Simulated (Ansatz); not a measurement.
Hg:

```xyz
1
Lattice="-1.8767 1.8767 1.9168 1.8767 -1.8767 1.9168 1.8767 1.8767 -1.9168" Properties=species:S:1:pos:R:3 pbc="T T T"
Hg    0.0000    0.0000    1.9168
```

Base run:

* Program: Ansatz 0.2.0
* Functional: LDA
* Potentials or basis: Ansatz PAW
* Cutoff: 420 eV
* Density cutoff: 1680 eV
* k mesh: 10 × 10 × 10
* Occupations: gaussian, width 0.02 eV
* Spin: no spin polarisation

Its results: band gap on the k mesh none (metal or under the smearing width); pressure -4.2 GPa.

Question: The run is repeated on the same cell with these changes: functional from LDA to PBEsol; occupations from gaussian, width 0.02 eV to gaussian, width 0.1 eV. What comes out?

Answer: Band gap on the k mesh none (metal or under the smearing width); pressure -2.4 GPa.

Caveats: the PAW data sets come from PBE, with cores solved anew for the run's functional, which leaves a small shift of forces and pressure.

Not every run made on this cell is shown here.
